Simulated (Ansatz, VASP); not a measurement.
# In4SbAs3 (random alloy of the zinc-blende InAs-InSb line, x = 0.25): VASP beside Ansatz

Aim: how closely do two programs agree when they are given the same cell, functional and k mesh? Of the first pair: The structure shown is the start of the Ansatz relaxation below; VASP solves that cell, so the two are compared at the walk's first step.

Method: plane waves, with VASP 6.6.1 beside it; PBE, in Ansatz 0.2.0.

## 1. The structure

The cell holds 64 atoms: 32 In, 24 As and 8 Sb. Cell: a = 12.600 Å, b = 12.600 Å, c = 12.600 Å, α = 90.0°, β = 90.0°, γ = 90.0°. It derives from InAs (zinc-blende InAs-InSb), repeated 2×2×2. Zinc-blende InAs-InSb: 64 atoms, 8 of 32 As sites given to Sb at random, cell and internal coordinates interpolated linearly between the end members (Vegard's rule); (so at first; earlier steps may have moved the atoms), displaced by a Gaussian of 0.02 A. Lattice constants are starting values near those of PBE.

## 2. Ansatz: relaxation, PBE

Ansatz runs on its default PAW (the set named soft_2) files.

The two programs are compared at the cell with which this relaxation starts, whose forces are those of its first step.

File input.yaml:

```yaml
crystal:
  lattice:
    - [12.6, 0.0, 0.0]
    - [0.0, 12.6, 0.0]
    - [0.0, 0.0, 12.6]
  atoms:
    - { symbol: In, position: [0.00258, 0.99903, 0.99916] }
    - { symbol: As, position: [0.1233, 0.12637, 0.12135] }
    - { symbol: In, position: [0.00277, 0.24879, 0.25051] }
    - { symbol: As, position: [0.1246, 0.37732, 0.37173] }
    - { symbol: In, position: [0.24949, 0.99939, 0.2518] }
    - { symbol: As, position: [0.37325, 0.12473, 0.37361] }
    - { symbol: In, position: [0.25007, 0.25093, 0.99825] }
    - { symbol: As, position: [0.37682, 0.37643, 0.1258] }
    - { symbol: In, position: [0.00143, 0.99891, 0.4998] }
    - { symbol: Sb, position: [0.12351, 0.12457, 0.62584] }
    - { symbol: In, position: [0.9989, 0.24937, 0.74891] }
    - { symbol: As, position: [0.12366, 0.37393, 0.87498] }
    - { symbol: In, position: [0.24823, 0.00037, 0.75263] }
    - { symbol: As, position: [0.37618, 0.1247, 0.87359] }
    - { symbol: In, position: [0.24881, 0.25269, 0.50008] }
    - { symbol: As, position: [0.37399, 0.3753, 0.62833] }
    - { symbol: In, position: [0.00019, 0.50098, 0.00048] }
    - { symbol: As, position: [0.12444, 0.62319, 0.12445] }
    - { symbol: In, position: [0.99967, 0.75093, 0.25133] }
    - { symbol: Sb, position: [0.12648, 0.87545, 0.3764] }
    - { symbol: In, position: [0.2488, 0.50199, 0.25081] }
    - { symbol: As, position: [0.37453, 0.62578, 0.37488] }
    - { symbol: In, position: [0.2518, 0.75241, 0.00347] }
    - { symbol: As, position: [0.37278, 0.87271, 0.1242] }
    - { symbol: In, position: [0.00025, 0.50139, 0.5005] }
    - { symbol: Sb, position: [0.12179, 0.62451, 0.62631] }
    - { symbol: In, position: [0.00037, 0.75121, 0.74965] }
    - { symbol: Sb, position: [0.12468, 0.8753, 0.87565] }
    - { symbol: In, position: [0.25031, 0.50019, 0.74894] }
    - { symbol: As, position: [0.3756, 0.62519, 0.87679] }
    - { symbol: In, position: [0.2519, 0.75029, 0.4994] }
    - { symbol: Sb, position: [0.37399, 0.87567, 0.62512] }
    - { symbol: In, position: [0.49945, 7.0e-05, 0.99902] }
    - { symbol: As, position: [0.62611, 0.12429, 0.12694] }
    - { symbol: In, position: [0.50064, 0.25094, 0.24826] }
    - { symbol: As, position: [0.62527, 0.37618, 0.37349] }
    - { symbol: In, position: [0.74958, 5.0e-05, 0.24782] }
    - { symbol: As, position: [0.8755, 0.12634, 0.37364] }
    - { symbol: In, position: [0.75056, 0.24792, 0.99994] }
    - { symbol: As, position: [0.87244, 0.37678, 0.12565] }
    - { symbol: In, position: [0.49996, 0.99877, 0.50202] }
    - { symbol: As, position: [0.62812, 0.12205, 0.62696] }
    - { symbol: In, position: [0.50258, 0.25054, 0.7481] }
    - { symbol: As, position: [0.62637, 0.37471, 0.87404] }
    - { symbol: In, position: [0.74805, 0.00087, 0.75126] }
    - { symbol: As, position: [0.87401, 0.12583, 0.87318] }
    - { symbol: In, position: [0.75127, 0.25007, 0.4997] }
    - { symbol: As, position: [0.87484, 0.37638, 0.62619] }
    - { symbol: In, position: [0.50084, 0.50022, 0.00012] }
    - { symbol: As, position: [0.62598, 0.62537, 0.12608] }
    - { symbol: In, position: [0.49951, 0.74614, 0.25165] }
    - { symbol: As, position: [0.62847, 0.8757, 0.37484] }
    - { symbol: In, position: [0.74978, 0.49981, 0.25003] }
    - { symbol: Sb, position: [0.87322, 0.62418, 0.37342] }
    - { symbol: In, position: [0.75039, 0.74953, 0.00079] }
    - { symbol: As, position: [0.87472, 0.87657, 0.12534] }
    - { symbol: In, position: [0.50348, 0.49699, 0.49897] }
    - { symbol: Sb, position: [0.62643, 0.62901, 0.62461] }
    - { symbol: In, position: [0.50007, 0.74964, 0.75211] }
    - { symbol: Sb, position: [0.62454, 0.87608, 0.87449] }
    - { symbol: In, position: [0.74798, 0.5005, 0.7508] }
    - { symbol: As, position: [0.87705, 0.62482, 0.87402] }
    - { symbol: In, position: [0.75089, 0.75038, 0.50045] }
    - { symbol: As, position: [0.87488, 0.87684, 0.62559] }
kpoints:
  mp_grid: { grid: [1, 1, 1] }
hamiltonian:
  xc: pbe
scf:
  occupations: { method: fermi_dirac, width: 0.025 }
output:
  forces: true
relax:
  f_tol: 0.04
  max_steps: 150
  cell: {}
```

Run with:

```console
$ ansatz run input.yaml --threads 4 --pin off --max-ram 8192MiB --backend cpu --events-out ev --progress --plain --runs-dir out
```

Numbers of over 12 decimals in the logs are rounded to 6 here.

The program printed:

```text
Engine: ansatz 0.2.0, aarch64-unknown-linux-gnu
Pseudopotentials: kind: paw
Pseudopotential: In, paw, valence charge 13, recommended cutoff 420 eV (normal), In.paw.azcp
Pseudopotential: As, paw, valence charge 15, recommended cutoff 420 eV (normal), As.paw.azcp
Pseudopotential: Sb, paw, valence charge 15, recommended cutoff 420 eV (normal), Sb.paw.azcp
Functional definition: PBE
  parameter kappa = 0.804
  parameter beta = 0.066725
  exchange = pbe_x(kappa = kappa, mu = beta*pi^2/3)
  correlation = pbe_c(beta = beta)
Crystal: 64 atoms, lattice volume = 2000.376 Å³
Basis set: ecut = 420 eV, 39127 PW (Γ), exchange–correlation on 180×180×180 points (8 copies of the dense FFT grid, shifted against one another)
Bands: 538, of which v1, the nominal top of the filled ones, is band 448 counted from 1 (447 counted from 0)
Symmetry: 1 space group operations
Space group: P1 (ITA 1), of the structure as read, at distance tolerance 1.3e-4 Å
k-points: 1
Non-local potential: In, projectors of the file, l = 0: 2, l = 1: 2, l = 2: 2, l = 3: 2
Non-local potential: As, projectors of the file, l = 0: 2, l = 1: 2, l = 2: 3, l = 3: 1
Non-local potential: Sb, projectors of the file, l = 0: 2, l = 1: 2, l = 2: 2, l = 3: 2
PAW form: soft (Blöchl's): semilocal exchange-correlation on the pseudo side does not see the compensation charge
PAW one-centre angular grid: In, 590 points (default); XC on 64 Gauss nodes
PAW one-centre angular grid: As, 590 points (default); XC on 64 Gauss nodes
PAW one-centre angular grid: Sb, 590 points (default); XC on 64 Gauss nodes
Initial density: superposition of atomic densities (neutral atoms: chi_scale 0, normalization atom), corrected by the library's trained network
Initial wavefunctions: pseudopotential atomic-orbital guess
Functional: x = pbe(κ = 0.804, μ = 0.219515), c = pbe(β = 0.066725)
SCF iter   1: F=—  HF=-347561.072229 eV  |F-HF|=—  |Δ(HF+E_count)|=         —  Δρ=1.33e-3  dr2=7.69e-2  ethr=1.77e-3  ⟨swp⟩=6.0  Hψ=2086  notcnv=0  defer=31
preconditioner: auto → LDOS  [insulator: Δε(μ)=0.544 eV  Ē_g=13.477 eV  σ=0.025 eV  W_gap=0.51  n_scr=460 (ndim 8)  ℏωp=19.9 eV  f_vac=0.126  D(μ)=50.49/eV (n_scr^D=340)  ε∞_Penn≈3.2  β→1.0]
SCF iter   2: F=—  HF=-347561.043526 eV  |F-HF|=—  |Δ(HF+E_count)|=   2.87e-2  Δρ=6.53e-4  dr2=9.41e-3  ethr=8.58e-6  ⟨swp⟩=2.0  Hψ=958  notcnv=0  defer=79
SCF iter   3: F=—  HF=-347561.044269 eV  |F-HF|=—  |Δ(HF+E_count)|=   7.44e-4  Δρ=3.54e-4  dr2=3.37e-3  ethr=1.05e-6  ⟨swp⟩=2.0  Hψ=903  notcnv=0  defer=79
SCF iter   4: F=—  HF=-347561.043530 eV  |F-HF|=—  |Δ(HF+E_count)|=   7.39e-4  Δρ=1.22e-4  dr2=6.41e-4  ethr=3.76e-7  ⟨swp⟩=2.0  Hψ=748  notcnv=0  defer=79
SCF iter   5: F=—  HF=-347561.043445 eV  |F-HF|=—  |Δ(HF+E_count)|=   8.54e-5  Δρ=5.18e-5  dr2=1.91e-4  ethr=7.16e-8  ⟨swp⟩=2.0  Hψ=780  notcnv=0  defer=79
SCF iter   6: F=—  HF=-347561.043413 eV  |F-HF|=—  |Δ(HF+E_count)|=   3.18e-5  Δρ=2.48e-5  dr2=5.36e-5  ethr=2.13e-8  ⟨swp⟩=2.0  Hψ=908  notcnv=0  defer=79
SCF iter   7: F=—  HF=-347561.044103 eV  |F-HF|=—  |Δ(HF+E_count)|=   6.90e-4  Δρ=1.04e-5  dr2=6.24e-6  ethr=5.99e-9  ⟨swp⟩=2.0  Hψ=748  notcnv=0  defer=79
SCF iter   8: F=—  HF=-347561.044103 eV  |F-HF|=—  |Δ(HF+E_count)|=   5.28e-7  Δρ=4.10e-6  dr2=9.83e-7  ethr=6.97e-10  ⟨swp⟩=2.0  Hψ=880  notcnv=0  defer=79
SCF iter   9: F=—  HF=-347561.044103 eV  |F-HF|=—  |Δ(HF+E_count)|=   1.80e-7  Δρ=1.68e-6  dr2=3.12e-7  ethr=1.10e-10  ⟨swp⟩=2.0  Hψ=908  notcnv=0  defer=79
SCF iter  10: F=—  HF=-347561.044103 eV  |F-HF|=—  |Δ(HF+E_count)|=   3.11e-8  Δρ=9.89e-7  dr2=1.35e-7  ethr=1.12e-11  ⟨swp⟩=4.0  Hψ=1535  notcnv=0
SCF iter  11: F=-347561.044103 eV  HF=-347561.044103 eV  |F-HF|=2.99e-8  |Δ(HF+E_count)|=   2.01e-8  Δρ=6.31e-7  dr2=3.51e-8  ethr=1.12e-11  ⟨swp⟩=3.0  Hψ=1440  notcnv=0
SCF 1 converged in 11 iterations: F = -347561.044103 eV  dr2 = 3.51e-8
  greatest PAW one-centre occupation: 0.999 electrons in one spin orbital (limit 2), on the As atom at site 1 (counted from 0), in its partial waves of l = 2
relax step   1: F+E_penalty+E_count = -347561.04410261 eV  Δ(F+E_penalty+E_count) = +0.000e0 eV  max|allowed force component| = 1.411e0 eV/Å  Δτ_max = 0.0000 Å  P = +1.082 GPa  Ω = 2000.376 Å³  (11 SCF iters, dr2 threshold 1.00e-7 eV, accepted)
Crystal: 64 atoms, lattice volume = 2055.096 Å³
Basis set: ecut = 420 eV, 40211 PW (Γ), exchange–correlation on 180×180×180 points (8 copies of the dense FFT grid, shifted against one another)
Initial density: handed on by an earlier stage of this run
Initial wavefunctions: those handed on with the density
iter 1 solved again at ethr=7.41e-5 eV; its pass at ethr=3.10e-3 eV (dr2=6.64e-1 eV) is discarded
SCF iter   1: F=—  HF=-347563.089671 eV  |F-HF|=—  |Δ(HF+E_count)|=         —  Δρ=7.65e-3  dr2=6.66e-1  ethr=7.41e-5  ⟨swp⟩=13.0  Hψ=4185  notcnv=0  defer=4
[...]
atom  12  As    -0.01240437    -0.00355696     0.00162894
  atom  13  In     0.00676402    -0.01020233    -0.01329139
  atom  14  As    -0.00487511     0.00342063     0.00577040
  atom  15  In     0.00257586    -0.00093145    -0.00026402
  atom  16  As    -0.00191195    -0.00258807     0.00122567
  atom  17  In     0.00780912     0.00699748    -0.00698052
  atom  18  As    -0.01234018     0.00058339     0.00946949
  atom  19  In     0.00560601    -0.00940971    -0.00205221
  atom  20  Sb     0.00101871     0.00719282    -0.00636713
  atom  21  In     0.00608914     0.00733822    -0.00184263
  atom  22  As     0.00610758    -0.00612830    -0.00538704
  atom  23  In     0.00290054     0.00916514    -0.00752833
  atom  24  As    -0.00193789    -0.00610256    -0.00312435
  atom  25  In     0.00528264    -0.00423038    -0.00546786
  atom  26  Sb    -0.00620636    -0.01268063     0.00192548
  atom  27  In     0.01271566     0.00842341    -0.00459662
  atom  28  Sb    -0.01168933     0.00018612     0.00880874
  atom  29  In     0.00370939     0.00496051    -0.00282990
  atom  30  As     0.00055166    -0.01714405     0.01172855
  atom  31  In    -0.00487653    -0.00079870     0.00258910
  atom  32  Sb    -0.00304430     0.01137851     0.00661080
  atom  33  In     0.00941714     0.00621467    -0.00651866
  atom  34  As    -0.00803018    -0.00042711    -0.00170880
  atom  35  In     0.00379669    -0.00100711    -0.00189370
[...]
atom  57  In     0.00440862     0.00615683    -0.00103359
  atom  58  Sb    -0.00993830    -0.01105717     0.01340659
  atom  59  In     0.01320700    -0.00483182    -0.01345537
  atom  60  Sb    -0.00633770    -0.00061446     0.00691244
  atom  61  In     0.00101414     0.00660507    -0.00822934
  atom  62  As    -0.00469189    -0.01288093     0.00619829
  atom  63  In     0.00309174     0.00111963    -0.00592431
  atom  64  As    -0.02231220     0.01219004     0.02159461
  max |Σ_I F_I| component: 6.63e-7 eV/Å
--- Stress (GPa, compression-positive) ---
        0.001380       0.006555      -0.003321
        0.006555       0.013499      -0.009536
       -0.003321      -0.009536      -0.007134
  P = ⅓ Tr σ = 0.0026 GPa (0.026 kbar)
--- Relaxed structure (6 steps of the walk, 5 accepted, 1 SCFs on fresh bases) ---
  F+E_penalty+E_count = -347563.19836277 eV   max|allowed force component| = 2.231e-2 eV/Å   (the final SCF, on the basis selected at the relaxed cell)
  cell:  # Å, volume = 2028.2407 Å³
    - [12.612316, -0.000167313, -0.076219]
    - [-0.000167313, 12.719130, -0.011136]
    - [-0.076219, -0.011136, 12.643967]
  atoms:
    - { symbol: In, position: [-0.00622679, 1.007873, 1.006564] }
    - { symbol: As, position: [0.124870, 0.130424, 0.125243] }
    - { symbol: In, position: [-0.000807979, 0.249529, 0.249416] }
    - { symbol: As, position: [0.126699, 0.373721, 0.370528] }
    - { symbol: In, position: [0.256042, 1.007952, 0.243139] }
    - { symbol: As, position: [0.379277, 0.130234, 0.370602] }
    - { symbol: In, position: [0.248991, 0.251475, 1.002243] }
    - { symbol: As, position: [0.375482, 0.375757, 0.125149] }
    - { symbol: In, position: [-0.011347, 1.001376, 0.498986] }
    - { symbol: Sb, position: [0.124398, 0.132061, 0.624546] }
    - { symbol: In, position: [0.995178, 0.255448, 0.759177] }
    - { symbol: As, position: [0.125379, 0.376036, 0.879715] }
    - { symbol: In, position: [0.255772, 0.00703004, 0.758405] }
    - { symbol: As, position: [0.377727, 0.133212, 0.879605] }
    - { symbol: In, position: [0.256813, 0.254963, 0.492409] }
    - { symbol: As, position: [0.377632, 0.373894, 0.624744] }
    - { symbol: In, position: [0.000414098, 0.497719, 0.00144858] }
    - { symbol: As, position: [0.127529, 0.621548, 0.122919] }
    - { symbol: In, position: [1.000686, 0.747292, 0.235800] }
    - { symbol: Sb, position: [0.125920, 0.878752, 0.370713] }
    - { symbol: In, position: [0.249555, 0.497406, 0.248186] }
    - { symbol: As, position: [0.378822, 0.621151, 0.368014] }
    - { symbol: In, position: [0.256071, 0.743827, 0.00774589] }
    - { symbol: As, position: [0.377107, 0.876437, 0.127161] }
    - { symbol: In, position: [-0.000960926, 0.484052, 0.499020] }
    - { symbol: Sb, position: [0.124575, 0.621403, 0.626839] }
    - { symbol: In, position: [-0.013082, 0.749808, 0.750404] }
    - { symbol: Sb, position: [0.123495, 0.875937, 0.880638] }
    - { symbol: In, position: [0.255368, 0.489941, 0.756521] }
    - { symbol: As, position: [0.374252, 0.618633, 0.882310] }
    - { symbol: In, position: [0.256551, 0.739830, 0.491758] }
    - { symbol: Sb, position: [0.379452, 0.878445, 0.623272] }
    - { symbol: In, position: [0.494901, 0.00635209, 1.007396] }
    - { symbol: As, position: [0.625828, 0.128174, 0.126406] }
    - { symbol: In, position: [0.500798, 0.250477, 0.246855] }
    - { symbol: As, position: [0.624222, 0.372146, 0.372444] }
    - { symbol: In, position: [0.749544, 0.00132218, 0.248642] }
    - { symbol: As, position: [0.872049, 0.128583, 0.372463] }
    - { symbol: In, position: [0.747877, 0.249622, 1.001417] }
    - { symbol: As, position: [0.874926, 0.373784, 0.123498] }
    - { symbol: In, position: [0.507802, 1.008440, 0.492341] }
    - { symbol: As, position: [0.626236, 0.131017, 0.623216] }
    - { symbol: In, position: [0.501948, 0.250383, 0.749885] }
    - { symbol: As, position: [0.625249, 0.373823, 0.877134] }
    - { symbol: In, position: [0.752698, 0.00915111, 0.745706] }
    - { symbol: As, position: [0.872514, 0.130120, 0.877959] }
    - { symbol: In, position: [0.749268, 0.250063, 0.498538] }
    - { symbol: As, position: [0.873060, 0.371689, 0.626927] }
    - { symbol: In, position: [0.502421, 0.495548, 0.00256183] }
    - { symbol: As, position: [0.623971, 0.623821, 0.125742] }
    - { symbol: In, position: [0.502143, 0.750155, 0.249172] }
    - { symbol: As, position: [0.624788, 0.880452, 0.369868] }
    - { symbol: In, position: [0.743392, 0.490808, 0.243580] }
    - { symbol: Sb, position: [0.873414, 0.624814, 0.372509] }
    - { symbol: In, position: [0.754486, 0.741675, 0.00673013] }
    - { symbol: As, position: [0.872972, 0.878486, 0.124516] }
    - { symbol: In, position: [0.495905, 0.491515, 0.492721] }
    - { symbol: Sb, position: [0.625707, 0.622591, 0.624371] }
    - { symbol: In, position: [0.493954, 0.739343, 0.759917] }
    - { symbol: Sb, position: [0.626469, 0.878782, 0.878675] }
    - { symbol: In, position: [0.754802, 0.491912, 0.757104] }
    - { symbol: As, position: [0.874976, 0.622191, 0.878639] }
    - { symbol: In, position: [0.747082, 0.762510, 0.498481] }
    - { symbol: As, position: [0.871115, 0.880676, 0.625636] }
```

[end of part 1 of 2]

[Lines on the potential files, build, host, timing and source positions are cut from VASP's logs without a mark.]

[Logs are printed without paths, hosts, clocks, repeated set-up lines and the standing remarks that a program may print on its own settings, such as how far it seeks lower states.]

[Hosts, paths, dates, database ids (printed as entryN), source tags and the programs' standing remarks are cut or masked in the printed files.]
